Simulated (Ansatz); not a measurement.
Runs of Ansatz 0.2.0 on BaZrO3. The structure is cubic, space group Pm-3m (No. 221). The conventional cell has a = 4.191 Å, b = 4.191 Å, c = 4.191 Å, α = 90.00°, β = 90.00°, γ = 90.00°. Ba (site symmetry m-3m) is surrounded by 12 O at 2.96 Å. Zr (site symmetry m-3m) has 6 O at 2.10 Å as nearest neighbours. O (site symmetry 4/mmm) has 2 Zr at 2.10 Å as nearest neighbours. 

```csv
task,level,cell,smearing,points for each segment of the path,gap on the mesh (eV),pressure (GPa),relaxed volume (Å³/atom)
band structure,revPBE,as given,fermi-dirac 0.05 eV,14,3.27,6.7,-
relaxation of cell and atoms,PBEsol,relaxed,fermi-dirac 0.05 eV,-,(b),0.0,14.62
band structure,RPBE,as given,fermi-dirac 0.05 eV,14,(a),7.7,-
relaxation of cell and atoms,BLYP+D4,relaxed,fermi-dirac 0.05 eV,-,3.26,0.0,15.16
single point,PBE,as given,gaussian 0.015 eV,-,3.24,4.0,-
```

Alike in all rows: potentials or basis Ansatz PAW; no spin polarisation; k mesh 6 × 6 × 6; cutoff (eV) 420.

Estimate the missing entries.

(a) 3.29; (b) 3.17.

Caveats: spin-orbit coupling is left out, which moves the levels of the heavy elements; the PAW data sets come from PBE, with cores solved anew for the run's functional, which leaves a small shift of forces and pressure (some runs); the plane-wave basis is chosen anew once the cell has moved, so the energies of steps on either side of that aren't comparable (some runs).

A k mesh can miss the band edges, and the runs leave out spin-orbit coupling on Ba, Zr.
